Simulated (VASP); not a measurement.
# Si (I4/mmm) in VASP: further runs, part 2 of 2

VASP 6.6.1. Earlier steps stand in the parts before.

**3. Single point, PBE**

File INCAR:

```
ALGO = Fast
EDIFF = 1E-6
ENCUT = 520
GGA = PE
ISIF = 2
ISMEAR = 0
LASPH = True
LCHARG = False
LREAL = False
LWAVE = False
NBANDS = 16
NELM = 100
PREC = Accurate
SIGMA = 0.03
```

File KPOINTS:

```
k-points
0
Gamma
  12 12 12
```

File POSCAR:

```
Si
1.0
   -3.0469726728      3.0469726728      2.2898274277
    3.0469726728     -3.0469726728      2.2898274277
    3.0469726728      3.0469726728     -2.2898274277
Si
4
Direct
    0.1788010600      0.1788010600      0.3576021200
    0.8211989400      0.8211989400      0.6423978800
    0.1788010600      0.8211989400      0.0000000000
    0.8211989400      0.1788010600      0.0000000000
```

Potentials or basis: VASP PAW PBE potentials, release 64 (Si).

On the command line:

```sh
$ cat potpaw_PBE.64/Si/POTCAR > POTCAR
$ mpirun -np 1 vasp_std > vasp.out
```

Wall time 2 min (1 thread of AMD EPYC 9R45 (Zen 5), shared host); peak memory 0.27 GiB.

It converged, with:

| Property | Result |
| --- | --- |
| Free energy | -19.3680 eV |
| Pressure | 6.4 GPa |
| Largest force | 3.640 eV/Å |
| Band gap on the k mesh | none (metal or under the smearing width) |

Forces in eV/Å, atoms in the order of the input:
```
Si   2.574  2.574  0.000
Si  -2.574 -2.574  0.000
Si  -2.574  2.574  0.000
Si   2.574 -2.574  0.000
```

Stress tensor (GPa, compression positive):
```
 19.03   0.00   0.00
  0.00  19.03   0.00
  0.00   0.00 -18.92
```

Levels at points of the mesh, in eV from the Fermi level:
| k point | band 4 | band 5 | band 6 | band 7 | band 8 | band 9 | band 10 | band 11 | band 12 | band 13 |
| --- | --- | --- | --- | --- | --- | --- | --- | --- | --- | --- |
| (0.00, 0.00, 0.00) | -5.49 | -3.89 | -1.79 | -1.79 | -1.27 | -0.11 | 0.76 | 0.76 | 3.75 | 3.97 |
| (0.50, 0.00, 0.00) | -4.85 | -4.04 | -3.25 | -2.30 | -0.07 | 1.59 | 3.42 | 3.66 | 3.85 | 5.91 |
| (0.50, 0.50, 0.00) | -4.51 | -2.90 | -2.27 | -2.14 | -0.26 | 0.18 | 1.00 | 2.37 | 4.23 | 4.64 |
| (0.50, 0.50, 0.50) | -4.73 | -4.17 | -1.58 | 0.37 | 0.39 | 0.39 | 1.80 | 3.79 | 3.79 | 4.63 |

Caveat: forces of over 1 eV/Å show positions far from the minimum, so gaps and moduli don't describe the material at rest.

**4. Single point, PBE**

This run uses another cell than the first one, of the same volume but with other edges.

File INCAR:

```
PREC     = Accurate       # precision mode
ENCUT    = 520            # plane-wave cutoff, eV
EDIFF    = 1E-6           # SCF threshold, eV
ISMEAR   = 0              # smearing method
SIGMA    = 0.03           # smearing width, eV
LREAL    = F              # projectors in reciprocal space
LASPH    = T              # aspherical terms in the spheres
NELM     = 100            # most SCF steps
ALGO     = Fast           # electronic algorithm
ISIF     = 2              # what is computed and relaxed
LWAVE    = F              # write WAVECAR
LCHARG   = T              # write CHGCAR
GGA      = PE             # functional
LELF     = T              # ELF
LVHAR    = T            
NBANDS   = 16             # bands
```

File KPOINTS:

```
regular mesh
0
Gamma
  12 12 12
```

File POSCAR:

```
Si
1.0
   -3.5822262691      3.5822262691      1.6566617414
    3.5822262691     -3.5822262691      1.6566617414
    3.5822262691      3.5822262691     -1.6566617414
Si
4
Direct
    0.1788010600      0.1788010600      0.3576021200
    0.8211989400      0.8211989400      0.6423978800
    0.1788010600      0.8211989400      0.0000000000
    0.8211989400      0.1788010600      0.0000000000
```

On the command line:

```sh
$ cat potpaw_PBE.64/Si/POTCAR > POTCAR
$ mpirun -np 1 vasp_std > vasp.out
```

It took 2.6 min on 1 thread of AMD EPYC 9R45 (Zen 5), shared host; peak memory 0.3 GiB.

Results (log left out):

```
Free energy            : -19.7337 eV
Pressure               : 5.6 GPa
Largest force          : 2.476 eV/Å
Band gap on the k mesh : none (metal or under the smearing width)
```

Forces in eV/Å, atoms in the order of the input:
```
Si  -1.750 -1.750  0.000
Si   1.750  1.750  0.000
Si   1.750 -1.750  0.000
Si  -1.750  1.750  0.000
```

Stress tensor (GPa, compression positive):
```
-6.43  0.00  0.00
 0.00 -6.43  0.00
 0.00  0.00 29.53
```

Levels at points of the mesh, in eV from the Fermi level:
| k point | band 4 | band 5 | band 6 | band 7 | band 8 | band 9 | band 10 | band 11 | band 12 | band 13 |
| --- | --- | --- | --- | --- | --- | --- | --- | --- | --- | --- |
| (0.00, 0.00, 0.00) | -5.96 | -4.04 | -0.63 | -0.08 | -0.08 | -0.07 | -0.07 | 2.51 | 3.63 | 4.01 |
| (0.50, 0.00, 0.00) | -6.83 | -4.53 | -3.53 | -2.10 | -2.01 | 0.51 | 1.32 | 2.35 | 2.96 | 3.12 |
| (0.50, 0.50, 0.00) | -5.38 | -3.39 | -2.98 | -0.32 | -0.13 | 1.22 | 2.40 | 3.56 | 3.64 | 4.89 |
| (0.50, 0.50, 0.50) | -5.18 | -0.95 | -0.78 | -0.78 | 0.67 | 0.77 | 1.26 | 2.71 | 4.42 | 5.48 |

Caveat: forces of over 1 eV/Å show positions far from the minimum, so gaps and moduli don't describe the material at rest.

**5. Single point, PBE**

This run uses another cell than the first one, of the same volume but with other edges.

File INCAR:

```
ALGO = Fast
EDIFF = 1E-6
ENCUT = 520
GGA = PE
ISIF = 2
ISMEAR = 0
LASPH = True
LCHARG = False
LREAL = False
LWAVE = False
NBANDS = 16
NELM = 100
PREC = Accurate
SIGMA = 0.03
```

File KPOINTS:

```
k-points
0
Gamma
  12 12 12
```

File POSCAR:

```
Si
1.0
   -3.2717987109      3.2717987109      1.9859427176
    3.2717987109     -3.2717987109      1.9859427176
    3.2717987109      3.2717987109     -1.9859427176
Si
4
Direct
    0.1788010600      0.1788010600      0.3576021200
    0.8211989400      0.8211989400      0.6423978800
    0.1788010600      0.8211989400      0.0000000000
    0.8211989400      0.1788010600      0.0000000000
```

Potentials or basis: VASP PAW PBE potentials, release 64 (Si).

On the command line:

```sh
$ cat potpaw_PBE.64/Si/POTCAR > POTCAR
$ mpirun -np 1 vasp_std > vasp.out
```

OUTCAR:

```text
EDIFF = 1E-6
   ENCUT = 520
   GGA = PE
   ISIF = 2
   ISMEAR = 0
   LASPH = True
   LREAL = False
   NELM = 100
   PREC = Accurate

 ion  position               nearest neighbor table
   1  0.179  0.179  0.358-   3 2.34   4 2.34   2 2.38   2 2.38
   2  0.821  0.821  0.642-   3 2.34   4 2.34   1 2.38   1 2.38
   3  0.179  0.821  0.000-   1 2.34   2 2.34   4 2.38   4 2.38
   4  0.821  0.179  0.000-   1 2.34   2 2.34   3 2.38   3 2.38

  LATTYP: Found a body centered tetragonal cell.
[... 657 lines left out ...]
  FORCE on cell =-STRESS in cart. coord.  units (eV):
  Direction    XX          YY          ZZ          XY          YZ          ZX
  --------------------------------------------------------------------------------------
  -------------------------------------------------------------------------------------
  Total        2.2359180      2.2359180     -2.3211088      0.0000000      0.0000000      0.0000000
  in kB       42.1275878     42.1275878    -43.7326920      0.0000000      0.0000000      0.0000000
  external PRESSURE =      13.5074945 kB  Pullay stress =       0.0000000 kB

 VOLUME and BASIS-vectors are now :
 -----------------------------------------------------------------------------
  energy-cutoff  :      520.00
  volume of cell :       85.04
      direct lattice vectors                 reciprocal lattice vectors
    -3.271798711  3.271798711  1.985942718     0.000000000  0.152821137  0.251769598
     3.271798711 -3.271798711  1.985942718     0.152821137  0.000000000  0.251769598
     3.271798711  3.271798711 -1.985942718     0.152821137  0.152821137  0.000000000

 POSITION                                       TOTAL-FORCE (eV/Angst)
 -----------------------------------------------------------------------------------
      1.17000      1.17000     -0.00000         0.398297      0.398297     -0.000000
      2.10180      2.10180      1.98594        -0.398297     -0.398297      0.000000
      2.10180     -2.10180      1.98594        -0.398297      0.398297      0.000000
     -2.10180      2.10180      1.98594         0.398297     -0.398297     -0.000000
 -----------------------------------------------------------------------------------
    total drift:                               -0.000000     -0.000000      0.000000

  FREE ENERGIE OF THE ION-ELECTRON SYSTEM (eV)
  ---------------------------------------------------
  free  energy   TOTEN  =       -21.2142858648 eV

  energy  without entropy=      -21.2142370524  energy(sigma->0) =      -21.21426146
```

stdout:

```text
POSCAR found type information on POSCAR Si
 POSCAR found :  1 types and       4 ions
 scaLAPACK will be used
 LDA part: xc-table for (Slater+PW92), standard interpolation
 POSCAR, INCAR and KPOINTS ok, starting setup
 FFT: planning ... GRIDC
 FFT: planning ... GRID_SOFT
 FFT: planning ... GRID
 WAVECAR not read
 entering main loop
```

Run time: 2.2 min. Hardware: 1 thread of AMD EPYC 9R45 (Zen 5), shared host; peak memory 0.3 GiB.

What came out:

| Item | Value |
| --- | --- |
| Free energy | -21.2143 eV |
| Pressure | 1.4 GPa |
| Largest force | 0.563 eV/Å |
| Band gap on the k mesh | none (metal or under the smearing width) |

Forces in eV/Å, atoms in the order of the input:
```
Si   0.398  0.398  0.000
Si  -0.398 -0.398  0.000
Si  -0.398  0.398  0.000
Si   0.398 -0.398  0.000
```
